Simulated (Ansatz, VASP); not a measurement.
## One calculation of PbSe, 3 ways

The starting cell:

```xyz
2
Lattice="0.0000 3.0606 3.0606 3.0606 0.0000 3.0606 3.0606 3.0606 0.0000" Properties=species:S:1:pos:R:3 pbc="T T T"
Pb    0.0000    0.0000    0.0000
Se    3.0606    3.0606    3.0606
```

Alike in all runs: task relaxation of cell and atoms; functional PBE; dispersion D4; k mesh 8 × 8 × 8; occupations fermi-dirac, width 0.05 eV; no spin polarisation; no spin-orbit coupling.

| program and potentials | plane-wave cutoff (eV) | notes | equilibrium volume (Å³/atom) |
| --- | --- | --- | --- |
| Ansatz, Ansatz PAW | 420 | 15 valence electrons an atom on average | 28.84 |
| VASP, PBE PAW files Pb_d, Se, 600 eV | 600 | 10 valence electrons an atom on average | 28.84 |
| Ansatz, all-electron LAPW, scalar-relativistic | - | - | 28.84 |

All agree on the equilibrium volume. Relaxations stop with a little pressure left, so the last digit of a volume isn't settled.

The functional is the same throughout but for its coding, so the spread measures potentials, basis and numerics; runs on potential files found faulty are left out.
